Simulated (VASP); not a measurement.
# Se (P4/mmm) in VASP: further runs

Runs on Se. Level: PBE0(alpha). Tasks: single point.

Program: VASP 6.6.1. These are calculated values, not measurements. Logs are shortened: lines on timing, memory, paths and dates and some standing lists are left out, and cuts for length are marked.

## Step 1: The crystal as given

Symmetry: P4/mmm, No. 123, tetragonal system. The conventional cell has a = 2.635 Å, b = 2.635 Å, c = 4.355 Å, α = 90.00°, β = 90.00°, γ = 90.00°. Around Se (site symmetry 4/mmm) lie 4 Se at 2.63 Å.

The cell was built by a generator and needn't be a form met in nature.

## Step 2: Single point, PBE0(alpha)

Contents of POSCAR:

```
Se
1.0
    2.6349700000      0.0000000000      0.0000000000
    0.0000000000      2.6349700000      0.0000000000
    0.0000000000      0.0000000000      4.3548700000
Se
1
Direct
    0.5000000000      0.5000000000      0.0000000000
```

Contents of INCAR.step1:

```
ALGO = Normal
EDIFF = 1E-5
ENCUT = 520
GGA = PE
ISIF = 2
ISMEAR = -1
LASPH = True
LCHARG = False
LREAL = False
LWAVE = True
NBANDS = 9
NELM = 60
PREC = Accurate
SIGMA = 0.05
```

Contents of INCAR.step2:

```
AEXX = 0.05
ALGO = Normal
EDIFF = 1E-6
ENCUT = 520
GGA = PE
HFRCUT = -1
ISIF = 2
ISMEAR = -1
ISTART = 1
LASPH = True
LCHARG = False
LHFCALC = True
LREAL = False
LWAVE = False
NBANDS = 9
NELM = 60
PREC = Accurate
PRECFOCK = Fast
SIGMA = 0.05
```

Contents of KPOINTS:

```
k-points
0
Gamma
  5 5 3
```

Potentials or basis: VASP PAW PBE potentials, release 64 (Se).

Run with:

```sh
> cat potpaw_PBE.64/Se/POTCAR > POTCAR
> cp INCAR.step1 INCAR
> mpirun -np 1 vasp_std > vasp.out
> cp INCAR.step2 INCAR
> mpirun -np 1 vasp_std > vasp.out
```

OUTCAR:

```text
AEXX = 0.05
   EDIFF = 1E-6
   ENCUT = 520
   GGA = PE
   ISIF = 2
   ISMEAR = -1
   ISTART = 1
   LASPH = True
   LHFCALC = True
   LREAL = False
   NELM = 60
   PREC = Accurate
   PRECFOCK = Fast

 ion  position               nearest neighbor table
   1  0.500  0.500  0.000-

  LATTYP: Found a simple tetragonal cell.
 ALAT       =     2.6349700000
 C/A-ratio  =     1.6527209038

  Lattice vectors:

 A1 = (   2.6349700000,   0.0000000000,   0.0000000000)
 A2 = (   0.0000000000,   2.6349700000,   0.0000000000)
 A3 = (   0.0000000000,   0.0000000000,   4.3548700000)

Analysis of symmetry for initial positions (statically):
=====================================================================
 Subroutine PRICEL returns:
 Original cell was already a primitive cell.

 Routine SETGRP: Setting up the symmetry group for a
 simple tetragonal supercell.

 Subroutine GETGRP returns: Found 16 space group operations
 (whereof 16 operations were pure point group operations)
 out of a pool of 16 trial point group operations.

The static configuration has the point symmetry D_4h.

Analysis of symmetry for dynamics (positions and initial velocities):
=====================================================================
 Subroutine PRICEL returns:
 Original cell was already a primitive cell.

 Routine SETGRP: Setting up the symmetry group for a
 simple tetragonal supercell.

 Subroutine GETGRP returns: Found 16 space group operations
 (whereof 16 operations were pure point group operations)
 out of a pool of 16 trial point group operations.

The dynamic configuration has the point symmetry D_4h.

 Subroutine INISYM returns: Found 16 space group operations
 (whereof 16 operations are pure point group operations),
 and found     1 'primitive' translations

----------------------------------------------------------------------------------------

                                     Primitive cell

  volume of cell :      30.2362

  direct lattice vectors                    reciprocal lattice vectors
     2.634970000  0.000000000  0.000000000     0.379510962  0.000000000  0.000000000
     0.000000000  2.634970000  0.000000000     0.000000000  0.379510962  0.000000000
     0.000000000  0.000000000  4.354870000     0.000000000  0.000000000  0.229627980

  length of vectors
     2.634970000  2.634970000  4.354870000     0.379510962  0.379510962  0.229627980

  position of ions in fractional coordinates (direct lattice)
     0.500000000  0.500000000  0.000000000

[... 74 lines left out ...]
   NUPDOWN=      -1.0000    fix difference up-down
   EMIN   =  10.00;   EMAX   =-10.00  energy-range for DOS
   EFERMI =   0.00;   METHOD = LEGACY
   ISMEAR =    -1;   SIGMA  =   0.05  broadening in eV -4-tet -1-fermi 0-gaus
   EFERMI_NEDOS =   21; number of points for ismear=-14 and -15
   IALGO  =     38    algorithm
   IMIX   =      1    mixing-type and parameters
     AMIX     =   0.40;   BMIX     =  1.00
     AMIX_MAG =   1.60;   BMIX_MAG =  1.00
  volume/ion in A,a.u.               =      30.24       204.04
  Fermi-wavevector in a.u.,A,eV,Ry     =   0.954882  1.804465 12.405789  0.911800
  Thomas-Fermi vector in A             =   2.083669
   LORBIT       =      0    0 simple, 1 ext, 2 COOP (PROOUT), +10 PAW based schemes
   GGA     = PE    functional components
   LHFCALC =     T    Hartree Fock is set to
   PRECFOCK=fast      Normal, Fast or Accurate (Low or Medium for compatibility)
   ENCUT4O =  -1.0   cutoff for four orbital integrals eV
   NKREDX  =     1    reduce k-point grid by
   NKREDY  =     1    reduce k-point grid by
   NKREDZ  =     1    reduce k-point grid by
   AEXX    =    0.0500 exact exchange contribution
   HFSCREEN=    0.0000 screening length (either q_TF or 0.3 A-1)
   HFSCREENC=   0.0000 screening length for correlation (either q_TF or 0.3 A-1)
   ENCUTFOCK=  -1.0 apply spherical cutoff to Coloumb kernel
   IVDW    =     0    specifies the selected vdW correction
   LEPSILON=     F    determine dielectric tensor
   LRPA    =     F    only Hartree local field effects (RPA)
 non-spin polarized calculation
  energy-cutoff  :      520.00
  volume of cell :       30.24
 maximum number of plane-waves:       827
 NGX is ok and might be reduce to    20
  NGX = 12; NGY = 12; NGZ = 20

 number of electron       6.0000000 magnetization

 Free energy of the ion-electron system (eV)
  ---------------------------------------------------
  ext. energy  EPLUGINS =         0.00000000
  ---------------------------------------------------
  free energy    TOTEN  =        -3.29334917 eV

  energy without entropy =       -3.28549999  energy(sigma->0) =       -3.28942458

 E-fermi :   1.8667     XC(G=0):  -7.8653

 val. band max:        1.8641686899   @ k =   0.2000   0.2000   0.0000
 cond. band min:       1.9700915945   @ k =   0.2000   0.2000   0.3333
 fundamental gap:      0.1059229046
 Fermi energy:         1.8667288590

 k-point     1 :       0.0000    0.0000    0.0000
  band No.  band energies     occupation
      1     -14.3241      2.00000
      2      -1.9002      2.00000
      3       5.5584      0.00000
      4       5.7453      0.00000
      5       5.7453      0.00000
      6      11.5733      0.00000
      7      13.6906      0.00000
      8      19.9142      0.00000
      9      21.4552      0.00000
[... 121 lines left out ...]
 k-point    12 :       0.4000    0.4000    0.3333
  band No.  band energies     occupation
      1      -9.0626      2.00000
      2      -2.2954      2.00000
      3      -1.9121      2.00000
      4       2.1199      0.01256
      5       7.6964      0.00000
      6      10.3682      0.00000
      7      11.3613      0.00000
      8      15.7553      0.00000
      9      16.4297      0.00000

------------------------ aborting loop because EDIFF is reached ----------------------------------------

  FORCE on cell =-STRESS in cart. coord.  units (eV):
  Direction    XX          YY          ZZ          XY          YZ          ZX
  --------------------------------------------------------------------------------------
  -------------------------------------------------------------------------------------
  Total       -0.3682341     -0.3682341      0.1535658      0.0000000      0.0000000      0.0000000
  in kB      -19.5122793    -19.5122793      8.1372673      0.0000000      0.0000000      0.0000000
  external PRESSURE =     -10.2957637 kB  Pullay stress =       0.0000000 kB

 VOLUME and BASIS-vectors are now :
 -----------------------------------------------------------------------------
  energy-cutoff  :      520.00
  volume of cell :       30.24
      direct lattice vectors                 reciprocal lattice vectors
     2.634970000  0.000000000  0.000000000     0.379510962  0.000000000  0.000000000
     0.000000000  2.634970000  0.000000000     0.000000000  0.379510962  0.000000000
     0.000000000  0.000000000  4.354870000     0.000000000  0.000000000  0.229627980

 POSITION                                       TOTAL-FORCE (eV/Angst)
 -----------------------------------------------------------------------------------
      1.31749      1.31749      0.00000         0.000000      0.000000      0.000000
 -----------------------------------------------------------------------------------
    total drift:                               -0.000000      0.000000      0.000000

  FREE ENERGIE OF THE ION-ELECTRON SYSTEM (eV)
  ---------------------------------------------------
  free  energy   TOTEN  =        -3.2933491684 eV

  energy  without entropy=       -3.2854999852  energy(sigma->0) =       -3.28942458
```

OSZICAR.step1:

```text
N       E                     dE             d eps       ncg     rms          rms(c)
DAV:   1     0.216050986854E+02    0.21605E+02   -0.27052E+03   216   0.553E+02
DAV:   2    -0.240832185991E+01   -0.24013E+02   -0.23276E+02   283   0.829E+01
DAV:   3    -0.305377624573E+01   -0.64545E+00   -0.64233E+00   249   0.176E+01
DAV:   4    -0.305610057569E+01   -0.23243E-02   -0.23241E-02   298   0.115E+00
DAV:   5    -0.305610783918E+01   -0.72635E-05   -0.72638E-05   282   0.569E-02    0.295E+00
DAV:   6    -0.305013021213E+01    0.59776E-02   -0.73401E-03   240   0.443E-01    0.181E+00
DAV:   7    -0.304948285316E+01    0.64736E-03   -0.10864E-02   252   0.577E-01    0.647E-02
DAV:   8    -0.304949633165E+01   -0.13478E-04   -0.24847E-04   246   0.105E-01    0.312E-02
DAV:   9    -0.304951516934E+01   -0.18838E-04   -0.90865E-05   239   0.521E-02    0.698E-03
DAV:  10    -0.304951645427E+01   -0.12849E-05   -0.23930E-06   210   0.920E-03
   1 F= -.30495165E+01 E0= -.30451348E+01  d E =-.876337E-02
```

It took 14 s on 1 thread of Intel Xeon 6975P-C (Granite Rapids), shared host; peak memory 0.13 GiB.

What came out:

```
Free energy            : -3.2933 eV
Pressure               : -1.0 GPa
Band gap on the k mesh : none (metal or under the smearing width)
```

Levels at points of the mesh, in eV from the Fermi level:
| k point | band 1 | band 2 | band 3 | band 4 | band 5 | band 6 |
| --- | --- | --- | --- | --- | --- | --- |
| (0.00, 0.00, 0.00) | -16.19 | -3.77 | 3.69 | 3.88 | 3.88 | 9.71 |

Caveat: the k mesh is coarse (spacing up to 0.48 Å⁻¹), so the values aren't converged, least of all with exact exchange; the PAW data sets were made with another functional, which shifts forces and pressure a little.

## Step 3: Single point, PBE0(alpha)

POSCAR is that of step 2.

INCAR.step1 is that of step 2.

INCAR.step2: that of step 2 with these lines changed.

```diff
@@ -1,2 +1,2 @@
-AEXX = 0.05
+AEXX = 0.1
 ALGO = Normal
```

KPOINTS is that of step 2.

Potentials or basis: VASP PAW PBE potentials, release 64 (Se).

Run with:

```sh
> cat potpaw_PBE.64/Se/POTCAR > POTCAR
> cp INCAR.step1 INCAR
> mpirun -np 1 vasp_std > vasp.out
> cp INCAR.step2 INCAR
> mpirun -np 1 vasp_std > vasp.out
```

It took 13 s on 1 thread of Intel Xeon 6975P-C (Granite Rapids), shared host; peak memory 0.13 GiB.

It converged, with:

```yaml
Free_energy: -3.5393 eV
Pressure: -1.7 GPa
Band_gap_on_the_k_mesh: none (metal or under the smearing width)
```

Stress tensor (GPa, compression positive):
```
-2.85  0.00  0.00
 0.00 -2.85  0.00
 0.00  0.00  0.69
```

Levels at points of the mesh, in eV from the Fermi level:
| k point | band 1 | band 2 | band 3 | band 4 | band 5 | band 6 | band 7 |
| --- | --- | --- | --- | --- | --- | --- | --- |
| (0.00, 0.00, 0.00) | -16.68 | -4.06 | 3.80 | 4.03 | 4.03 | 9.87 | 12.02 |

Caveat: the k mesh is coarse (spacing up to 0.48 Å⁻¹), so the values aren't converged, least of all with exact exchange; the PAW data sets were made with another functional, which shifts forces and pressure a little.

## Step 4: Single point, PBE0(alpha)

POSCAR is that of step 3.

INCAR.step1 is that of step 3.

INCAR.step2: that of step 3 with these lines changed.

```diff
@@ -1,2 +1,2 @@
-AEXX = 0.1
+AEXX = 0.15
 ALGO = Normal
```

KPOINTS is that of step 3.

Run with:

```sh
> cat potpaw_PBE.64/Se/POTCAR > POTCAR
> cp INCAR.step1 INCAR
> mpirun -np 1 vasp_std > vasp.out
> cp INCAR.step2 INCAR
> mpirun -np 1 vasp_std > vasp.out
```

Wall time 15 s (1 thread of Intel Xeon 6975P-C (Granite Rapids), shared host); peak memory 0.13 GiB.

The run converged. Its results:

```
Free energy            : -3.7873 eV
Pressure               : -2.3 GPa
Band gap on the k mesh : none (metal or under the smearing width)
```

Stress tensor (GPa, compression positive):
```
-3.72  0.00  0.00
 0.00 -3.72  0.00
 0.00  0.00  0.62
```

Levels at points of the mesh, in eV from the Fermi level:
| k point | band 1 | band 2 | band 3 | band 4 | band 5 | band 6 |
| --- | --- | --- | --- | --- | --- | --- |
| (0.00, 0.00, 0.00) | -17.15 | -4.33 | 3.93 | 4.19 | 4.19 | 10.06 |

Caveat: the k mesh is coarse (spacing up to 0.48 Å⁻¹), so the values aren't converged, least of all with exact exchange; the PAW data sets were made with another functional, which shifts forces and pressure a little.

## Step 5: The reference run

An earlier run on the cell as given: functional PBE; potentials or basis VASP PAW PBE potentials, release 64 (Se); cutoff 520 eV; k mesh 10 × 10 × 6; occupations fermi-dirac, width 0.05 eV; no spin polarisation.

- Pressure: -0.3 GPa
- Band gap on the k mesh: none (metal or under the smearing width)

## Step 6: Summary

```csv
level,k mesh,share of exact exchange,grid for exact exchange (PRECFOCK),exchange at q = 0,mesh quality,gap on the mesh (eV),pressure (GPa)
PBE0(alpha),5 × 5 × 3,0.05,Fast,truncated,coarse,none,-1.0
PBE0(alpha),5 × 5 × 3,0.1,Fast,truncated,coarse,none,-1.7
PBE0(alpha),5 × 5 × 3,0.15,Fast,truncated,coarse,none,-2.3
PBE,10 × 10 × 6,-,-,-,not flagged,none,-0.3
```

Alike in all rows: task single point; potentials or basis VASP PAW PBE potentials, release 64 (Se); no spin polarisation; cell as given; cutoff (eV) 520; smearing fermi-dirac 0.05 eV.

Caveats: some runs use coarse meshes; the PAW data sets were made with another functional, which shifts forces and pressure a little (some runs).

Absolute energies hang on the potentials; compare differences alone.
